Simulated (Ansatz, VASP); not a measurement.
**Cross-check of KF (Carobbiite) between VASP and Ansatz**

Wanted: the spread between two codes on one cell, functional and k mesh. The cell is taken from a series of VASP runs on this material, whose earlier steps may have relaxed, scaled or displaced it; both programs get it as it stands.

Main program and level: Ansatz 0.2.0; plane waves, with VASP 6.6.1 beside it; relaxation of cell and atoms at PBE and relaxation of cell and atoms at PBEsol with D3(BJ).

## (1) Starting point

The structure is cubic, space group Fm-3m (No. 225). Conventional cell: a = 5.397 Å, b = 5.397 Å, c = 5.397 Å, α = 90.00°, β = 90.00°, γ = 90.00°. K has 6 F at 2.70 Å nearest. F has 6 K at 2.70 Å nearest. Farther neighbours and most contacts between anions are not listed.

## (2) VASP: relaxation of cell and atoms, PBE

The relaxed volume is the usual yardstick between codes: its relative difference is about their pressure difference at one cell divided by the bulk modulus.

Lines of VASP's logs that name or quote its potential files are left out, and so is its time.

INCAR reads:

```
SYSTEM = KF
PREC = Accurate
ENCUT = 520
EDIFF = 1E-06
NELM = 100
ISMEAR = 0
SIGMA = 0.03
LREAL = .FALSE.
ALGO = Normal
GGA = PE
NBANDS = 14
LORBIT = 11
LWAVE = .FALSE.
LCHARG = .FALSE.
KPAR = 4
IBRION = 2
NSW = 50
ISIF = 3
EDIFFG = -0.006
```

POSCAR reads:

```
KF
1.0
    0.0000000000      2.6983056809      2.6983056809
    2.6983056809      0.0000000000      2.6983056809
    2.6983056809      2.6983056809      0.0000000000
K F
1 1
Direct
    0.0000000000      0.0000000000      0.0000000000
    0.5000000000      0.5000000000      0.5000000000
```

KPOINTS reads:

```
Automatic mesh
0
Gamma
8 8 8
0 0 0
```

PAW data sets: K_sv and F (PBE family, release 64).

On the command line:

```
mpirun -np 4 vasp_std
```

Numbers of over 12 decimals in the logs are rounded to 6 here.

Output:

```text
[banner, memory and clock lines left out]
running    4 mpi-ranks, on    1 nodes
 distrk:  each k-point on    1 cores,    4 groups
 distr:  one band on    1 cores,    1 groups

 POSCAR found type information on POSCAR K F
 POSCAR found :  2 types and       2 ions
 LDA part: xc-table for (Slater+PW92), standard interpolation
 POSCAR, INCAR and KPOINTS ok, starting setup
 FFT: planning ... GRIDC
 FFT: planning ... GRID_SOFT
 FFT: planning ... GRID
 WAVECAR not read
 entering main loop
       N       E                     dE             d eps       ncg     rms          rms(c)
DAV:   1     0.111415121436E+03    0.11142E+03   -0.83662E+03   812   0.111E+03
DAV:   2    -0.486329699275E+01   -0.11628E+03   -0.10729E+03  1046   0.297E+02
DAV:   3    -0.943652387149E+01   -0.45732E+01   -0.45567E+01  1058   0.539E+01
DAV:   4    -0.956760181437E+01   -0.13108E+00   -0.13105E+00  1072   0.821E+00
DAV:   5    -0.957050623875E+01   -0.29044E-02   -0.29044E-02  1066   0.103E+00    0.629E+00
DAV:   6    -0.832910737876E+01    0.12414E+01   -0.37730E+00   890   0.155E+01    0.379E+00
DAV:   7    -0.830023426980E+01    0.28873E-01   -0.82192E-02   982   0.241E+00    0.218E+00
DAV:   8    -0.829571169268E+01    0.45226E-02   -0.55275E-02   938   0.242E+00    0.209E-01
DAV:   9    -0.829731527451E+01   -0.16036E-02   -0.49982E-03   988   0.580E-01    0.120E-01
DAV:  10    -0.829781168921E+01   -0.49641E-03   -0.60402E-04   972   0.210E-01    0.620E-02
DAV:  11    -0.829796630798E+01   -0.15462E-03   -0.17276E-04   842   0.104E-01    0.187E-02
DAV:  12    -0.829795973085E+01    0.65771E-05   -0.27551E-05  1034   0.447E-02    0.471E-03
DAV:  13    -0.829795996843E+01   -0.23758E-06   -0.41353E-06   842   0.177E-02
   1 F= -.82979600E+01 E0= -.82979600E+01  d E =-.829796E+01
 curvature:   0.00 expect dE= 0.000E+00 dE for cont linesearch  0.000E+00
 trial: gam= 0.00000 g(F)=  0.108E-59 g(S)=  0.710E-03 ort = 0.000E+00 (trialstep = 0.100E+01)
 search vector abs. value=  0.710E-03
 bond charge predicted
       N       E                     dE             d eps       ncg     rms          rms(c)
DAV:   1    -0.830638441870E+01   -0.84247E-02   -0.14845E-01   992   0.387E+00    0.683E-01
DAV:   2    -0.829937361020E+01    0.70108E-02   -0.26766E-02   938   0.145E+00    0.176E-01
DAV:   3    -0.829860333638E+01    0.77027E-03   -0.14236E-03  1206   0.356E-01    0.119E-01
DAV:   4    -0.829848589131E+01    0.11745E-03   -0.42898E-04  1504   0.148E-01    0.960E-02
DAV:   5    -0.829849853574E+01   -0.12644E-04   -0.39683E-05  1286   0.302E-02    0.147E-02
DAV:   6    -0.829849842935E+01    0.10639E-06   -0.73110E-06  1486   0.175E-02
   2 F= -.82984984E+01 E0= -.82984984E+01  d E =-.538461E-03
 trial-energy change:   -0.000538  1 .order   -0.000538   -0.000710   -0.000367
 step:   2.0701(harm=  2.0701)  dis= 0.00000  next Energy=    -8.298694 (dE=-0.734E-03)
 bond charge predicted
       N       E                     dE             d eps       ncg     rms          rms(c)
DAV:   1    -0.830763516799E+01   -0.91366E-02   -0.16907E-01   986   0.413E+00    0.731E-01
DAV:   2    -0.829963400111E+01    0.80012E-02   -0.30678E-02   944   0.155E+00    0.188E-01
DAV:   3    -0.829875298763E+01    0.88101E-03   -0.16285E-03  1206   0.380E-01    0.127E-01
DAV:   4    -0.829861768403E+01    0.13530E-03   -0.49016E-04  1504   0.158E-01    0.103E-01
DAV:   5    -0.829863245428E+01   -0.14770E-04   -0.45018E-05  1290   0.320E-02    0.159E-02
DAV:   6    -0.829863252634E+01   -0.72058E-07   -0.84053E-06  1498   0.187E-02
   3 F= -.82986325E+01 E0= -.82986325E+01  d E =-.672558E-03
 curvature:  -1.04 expect dE=-0.441E-05 dE for cont linesearch -0.441E-05
 trial: gam= 0.00000 g(F)=  0.591E-60 g(S)=  0.426E-05 ort =-0.550E-04 (trialstep = 0.121E+01)
 search vector abs. value=  0.426E-05
 reached required accuracy - stopping structural energy minimisation
```

OUTCAR, selected parts (step 2):

```text
ion  position               nearest neighbor table
   1  0.000  0.000  0.000-   2 2.70   2 2.70   2 2.70   2 2.70   2 2.70   2 2.70
   2  0.500  0.500  0.500-   1 2.70   1 2.70   1 2.70   1 2.70   1 2.70   1 2.70

  LATTYP: Found a face centered cubic cell.
 ALAT       =     5.3966113618

 Subroutine GETGRP returns: Found 48 space group operations
 (whereof 48 operations were pure point group operations)

The static configuration has the point symmetry O_h .

 Found     29 irreducible k-points:

   k-points           NKPTS =     29   k-points in BZ     NKDIM =     29   number of bands    NBANDS=     14

   dimension x,y,z NGX =    28 NGY =   28 NGZ =   28
   dimension x,y,z NGXF=    56 NGYF=   56 NGZF=   56

   ENCUT  =  520.0 eV  38.22 Ry    6.18 a.u.   7.10  7.10  7.10*2*pi/ulx,y,z

   NELECT =      16.0000    total number of electrons

 k-points in reciprocal lattice and weights: Automatic mesh
   0.00000000  0.00000000  0.00000000       0.002
   0.12500000  0.00000000  0.00000000       0.016
   0.25000000  0.00000000  0.00000000       0.016
   0.37500000  0.00000000  0.00000000       0.016
   0.50000000  0.00000000  0.00000000       0.008
   0.12500000  0.12500000  0.00000000       0.012
   0.25000000  0.12500000  0.00000000       0.047
   0.37500000  0.12500000  0.00000000       0.047
   0.50000000  0.12500000  0.00000000       0.047
[...]
-0.37500000  0.50000000  0.12500000       0.023
  -0.25000000  0.50000000  0.25000000       0.012

 average (electrostatic) potential at core
       1 -36.3615       2 -78.0608

 E-fermi :  -2.6956

 k-point     1 :       0.0000    0.0000    0.0000
  band No.  band energies     occupation
    ...
      4     -12.4624      2.00000
      5     -12.4624      2.00000
      6      -2.9188      2.00000
      7      -2.9187      2.00000
      8      -2.9187      2.00000
      9       3.0205      0.00000
     10       7.6351      0.00000
     11       7.6351      0.00000
     12       7.6351      0.00000
     13       9.2490      0.00000
    ...

 k-point     2 :       0.1250    0.0000    0.0000
  band No.  band energies     occupation
    ...
      4     -12.4675      2.00000
      5     -12.4675      2.00000
      6      -3.0502      2.00000
      7      -2.9660      2.00000
      8      -2.9660      2.00000
      9       3.4372      0.00000
     10       7.3891      0.00000
     11       7.8351      0.00000
     12       7.8351      0.00000
     13       9.3799      0.00000
    ...

 k-point     3 :       0.2500    0.0000    0.0000
  band No.  band energies     occupation
    ...
      4     -12.4797      2.00000
      5     -12.4797      2.00000
      6      -3.3293      2.00000
      7      -3.0777      2.00000
      8      -3.0777      2.00000
      9       4.4862      0.00000
     10       7.0322      0.00000
     11       8.3266      0.00000
     12       8.3266      0.00000
     13       9.7953      0.00000
    ...

  Total       -0.0076740     -0.0076740     -0.0076740      0.0000000      0.0000000      0.0000000
  in kB       -0.3083191     -0.3083191     -0.3083191      0.0000000      0.0000000      0.0000000
  external PRESSURE =      -0.3083191 kB  Pullay stress =       0.0000000 kB

  energy-cutoff  :      520.00
  volume of cell :       39.88
      direct lattice vectors                 reciprocal lattice vectors
     0.000000000  2.711647211  2.711647211    -0.184389768  0.184389768  0.184389768
     2.711647211  0.000000000  2.711647211     0.184389768 -0.184389768  0.184389768
     2.711647211  2.711647211 -0.000000000     0.184389768  0.184389768 -0.184389768

 POSITION                                       TOTAL-FORCE (eV/Angst)
 -----------------------------------------------------------------------------------
      0.00000      0.00000      0.00000        -0.000000      0.000000     -0.000000
      2.71165      2.71165      2.71165         0.000000     -0.000000      0.000000
 -----------------------------------------------------------------------------------
    total drift:                                0.000000      0.000000      0.000000

  FREE ENERGIE OF THE ION-ELECTRON SYSTEM (eV)
  ---------------------------------------------------
  free  energy   TOTEN  =        -8.2986325263 eV

  energy  without entropy=       -8.2986325263  energy(sigma->0) =       -8.29863253

 reached required accuracy - stopping structural energy minimisation

 total charge
# of ion       s       p       d       tot
------------------------------------------
    1        1.957   5.589   0.029   7.576
    2        1.731   4.347   0.000   6.077
--------------------------------------------------
tot          3.688   9.936   0.029  13.653

[... 3 further parts left out ...]
```

CONTCAR:

```
KF
   1.00000000000000
     0.0000000000000000    2.7116472105424987    2.7116472105424987
     2.7116472105424987    0.0000000000000000    2.7116472105424987
     2.7116472105424987    2.7116472105424987   -0.0000000000000000
  K               F
     1     1
Direct
     0.0000000000000000    0.0000000000000000    0.0000000000000000
     0.5000000000000000    0.5000000000000000    0.5000000000000000
```

## (3) Ansatz: relaxation of cell and atoms, PBE

Ansatz runs on its default PAW (the set named soft_2) files.

The same cell, functional, mesh and smearing now go to Ansatz, which takes its cutoff from its data sets.

input.yaml reads:

```yaml
crystal:
  lattice:
    - [0.0, 2.6983056809, 2.6983056809]
    - [2.6983056809, 0.0, 2.6983056809]
    - [2.6983056809, 2.6983056809, 0.0]
  atoms:
    - { symbol: K, position: [0.0, 0.0, 0.0] }
    - { symbol: F, position: [0.5, 0.5, 0.5] }
hamiltonian:
  xc: pbe
  pseudopotentials: { kind: paw }
kpoints:
  mp_grid: { grid: [8, 8, 8] }
scf:
  occupations: { method: gaussian, width: 0.03 }
relax:
  f_tol: 0.01
  max_steps: 60
  cell: { stress_tol: 0.05 }
output:
  forces: true
  stress: true
```

On the command line:

```
ansatz run input.yaml --threads 4 --pin off --max-ram 9216MiB --backend cpu --events-out ev --progress --plain --runs-dir out
```

Output:

```text
Engine: ansatz 0.2.0, aarch64-unknown-linux-gnu
Pseudopotentials: kind: paw
Pseudopotential: K, paw, valence charge 9, recommended cutoff 420 eV (normal), K.paw.azcp
Pseudopotential: F, paw, valence charge 7, recommended cutoff 420 eV (normal), F.paw.azcp
Functional definition: PBE
  parameter kappa = 0.804
  parameter beta = 0.066725
  exchange = pbe_x(kappa = kappa, mu = beta*pi^2/3)
  correlation = pbe_c(beta = beta)
Crystal: 2 atoms, lattice volume = 39.292 Å³
Basis set: ecut = 420 eV, 749 PW (Γ), exchange–correlation on 54×54×54 points (8 copies of the dense FFT grid, shifted against one another)
Bands: 12, of which v1, the nominal top of the filled ones, is band 8 counted from 1 (7 counted from 0)
Symmetry: 48 space group operations
Space group: Fm-3m (ITA 225), of the structure as read, at distance tolerance 3.4e-5 Å
k-points: 29 of 512
Non-local potential: K, projectors of the file, l = 0: 3, l = 1: 2, l = 2: 2
Non-local potential: F, projectors of the file, l = 0: 2, l = 1: 2, l = 2: 1
PAW form: soft (Blöchl's): semilocal exchange-correlation on the pseudo side does not see the compensation charge
PAW one-centre angular grid: K, 110 points (default); XC on 64 Gauss nodes
PAW one-centre angular grid: F, 110 points (default); XC on 64 Gauss nodes
Initial density: superposition of atomic densities (neutral atoms: chi_scale 0, normalization atom), corrected by the library's trained network
Initial wavefunctions: pseudopotential atomic-orbital guess
Functional: x = pbe(κ = 0.804, μ = 0.219515), c = pbe(β = 0.066725)
SCF iter   1: F=—  HF=-2348.802323 eV  |F-HF|=—  |Δ(HF+E_count)|=         —  Δρ=6.30e-4  dr2=7.57e-5  ethr=1.77e-3  ⟨swp⟩=6.0  Hψ=2262  notcnv=0
preconditioner: auto → none  [insulator: Δε(μ)=6.027 eV  Ē_g=17.498 eV  σ=0.030 eV  W_gap=1.00  n_scr=14 (ndim 8)  ℏωp=22.2 eV  f_vac=0.138  D(μ)=0.00/eV (n_scr^D=0)  ε∞_Penn≈2.6]
SCF iter   2: F=—  HF=-2348.802304 eV  |F-HF|=—  |Δ(HF+E_count)|=   1.91e-5  Δρ=9.72e-4  dr2=2.83e-4  ethr=4.73e-7  ⟨swp⟩=2.2  Hψ=877  notcnv=0
SCF iter   3: F=—  HF=-2348.802257 eV  |F-HF|=—  |Δ(HF+E_count)|=   4.75e-5  Δρ=3.90e-4  dr2=5.15e-5  ethr=4.73e-7  ⟨swp⟩=2.0  Hψ=551  notcnv=0
SCF iter   4: F=—  HF=-2348.802263 eV  |F-HF|=—  |Δ(HF+E_count)|=   5.78e-6  Δρ=1.09e-4  dr2=1.32e-6  ethr=3.22e-7  ⟨swp⟩=2.0  Hψ=435  notcnv=0
SCF iter   5: F=—  HF=-2348.802284 eV  |F-HF|=—  |Δ(HF+E_count)|=   2.12e-5  Δρ=2.19e-4  dr2=1.47e-5  ethr=8.25e-9  ⟨swp⟩=2.0  Hψ=555  notcnv=0
SCF iter   6: F=—  HF=-2348.802281 eV  |F-HF|=—  |Δ(HF+E_count)|=   2.76e-6  Δρ=1.15e-4  dr2=4.09e-6  ethr=8.25e-9  ⟨swp⟩=2.0  Hψ=551  notcnv=0
SCF iter   7: F=-2348.802280 eV  HF=-2348.802280 eV  |F-HF|=5.46e-8  |Δ(HF+E_count)|=   1.07e-6  Δρ=1.43e-5  dr2=6.43e-8  ethr=6.25e-10  ⟨swp⟩=3.0  Hψ=1330  notcnv=0
SCF 1 converged in 7 iterations: F = -2348.802280 eV  dr2 = 6.43e-8
  greatest PAW one-centre occupation: 0.987 electrons in one spin orbital (limit 2), on the K atom at site 0 (counted from 0), in its partial waves of l = 0
relax step   1: F+E_penalty+E_count = -2348.80227990 eV  Δ(F+E_penalty+E_count) = +0.000e0 eV  max|allowed force component| = 1.537e-29 eV/Å  Δτ_max = 0.0000 Å  P = +0.402 GPa  Ω = 39.292 Å³  (7 SCF iters, dr2 threshold 1.00e-7 eV, accepted)
[...]
relax step   2: F+E_penalty+E_count = -2348.80188795 eV  Δ(F+E_penalty+E_count) = +3.919e-4 eV  max|allowed force component| = 1.494e-29 eV/Å  Δτ_max = 0.0000 Å  P = -0.046 GPa  Ω = 39.809 Å³  energy of the carried Pulay correction = -9.593e-4 eV  (5 SCF iters, dr2 threshold 2.00e-7 eV, accepted)
[...]
relax step   3: F+E_penalty+E_count = -2348.80292551 eV  Δ(F+E_penalty+E_count) = -1.038e-3 eV  max|allowed force component| = 1.400e-29 eV/Å  Δτ_max = 0.0000 Å  P = +0.010 GPa  Ω = 39.809 Å³  stress off target by 1.04e-2 GPa  SCF on the basis re-selected at this cell (its energy is not comparable with the rows above)  (7 SCF iters)
basis re-selected at this cell: Δ(F+E_penalty+E_count) = -1.038e-3 eV, ΔP = +0.056 GPa vs the last step (what re-selecting the basis moved, of the pressure what is left beyond the Pulay correction that the steps carried, after the strain that the cell walked since its last selection, with what the two solves' SCF thresholds leave and, on support functions, any second-order correction that the steps lacked; it is no m [...]
SCF converged after 7 iterations
Free energy (F): -2348.802926 eV
Harris-Foulkes:  -2348.802926 eV  (|F-HF|=9.09e-13)
Internal energy: -2348.802926 eV  (E = F + TS)
E sigma→0 (E₀):  -2348.802926 eV
Fermi energy:    4.155804 eV
--- Per-component energies (eV) ---
  E_band       = -130.656387
  E_kinetic    = 461.768086
  E_local      = -1132.993403  (includes V_loc(G=0)·N_el)
  E_nonlocal   = 85.887944
  E_hartree    = 409.075311
  E_xc         = -216.304938
  E_vxc        = -268.858205  (∫ρ·V_xc dr)
  E_paw        = -982.118018  (= ΣΔE_a)
  E_vpaw       = -94.613507  (= ΣTr[D̂ρ^β])
  E_aug_tail   = 0.002057  (compensation charges beyond the density's cutoff)
  E_ewald      = -974.119966
  E_smearing   = -0.000000  (= −TS)
  E_closure    = -0.000000  (closes the sum)
  Σ components = -2348.802926   (vs F -2348.802926, Δ=0.00e0)
--- Forces (eV/Å), atoms counted from 1 ---
  atom   1  K     -0.00000000     0.00000000     0.00000000
  atom   2  F      0.00000000    -0.00000000     0.00000000
  max |Σ_I F_I| component: 2.67e-29 eV/Å
--- Stress (GPa, compression-positive) ---
        0.010382      -0.000000      -0.000000
       -0.000000       0.010382      -0.000000
       -0.000000      -0.000000       0.010382
  P = ⅓ Tr σ = 0.0104 GPa (0.104 kbar)
--- Relaxed structure (2 steps of the walk, 2 accepted, 1 SCFs on fresh bases) ---
  F+E_penalty+E_count = -2348.80292551 eV   max|allowed force component| = 1.400e-29 eV/Å   (the final SCF, on the basis selected at the relaxed cell)
  cell:  # Å, volume = 39.8090 Å³
    - [0, 2.710091, 2.710091]
    - [2.710091, 0, 2.710091]
    - [2.710091, 2.710091, 0]
  atoms:
    - { symbol: K, position: [0, 0, 0] }
    - { symbol: F, position: [0.5, 0.5, 0.5] }
```

It took 2.5 s on 4 threads of Arm Neoverse V1, shared host; peak memory 0.33 GiB.

## (4) Comparison

Known differences besides the potentials themselves: both relaxations stop at a tolerance, which leaves soft axes loose, and VASP keeps its plane-wave basis; the cutoff is 420 eV in Ansatz and 520 eV in VASP; VASP leaves aspherical gradient terms in its spheres out (LASPH is not set), Ansatz keeps them; Ansatz adds a Pulay correction to the stress that steers its cell, VASP none. Total energies have different zeros and are not compared.

The two programs side by side:

```
                                         quantity  Ansatz   VASP  difference
                                      volume (Å³)   39.81  39.88     -0.17 %
edge a after relaxation, in the typed setting (Å)   3.833  3.835     -0.06 %
```

The walks stopped with 0.01 GPa left in Ansatz and -0.03 GPa in VASP; each walk ends within a tolerance, so the volume difference is uncertain by about these residues over the bulk modulus, most in soft cells.

(Part 1 of 2 ends here.)

[Lines on the potential files, build, host, timing and source positions are cut from VASP's logs without a mark.]

[Logs are printed without paths, hosts, clocks, repeated set-up lines and the standing remarks that a program may print on its own settings, such as how far it seeks lower states.]

[Hosts, paths, dates, database ids (printed as entryN), source tags and the programs' standing remarks are cut or masked in the printed files.]
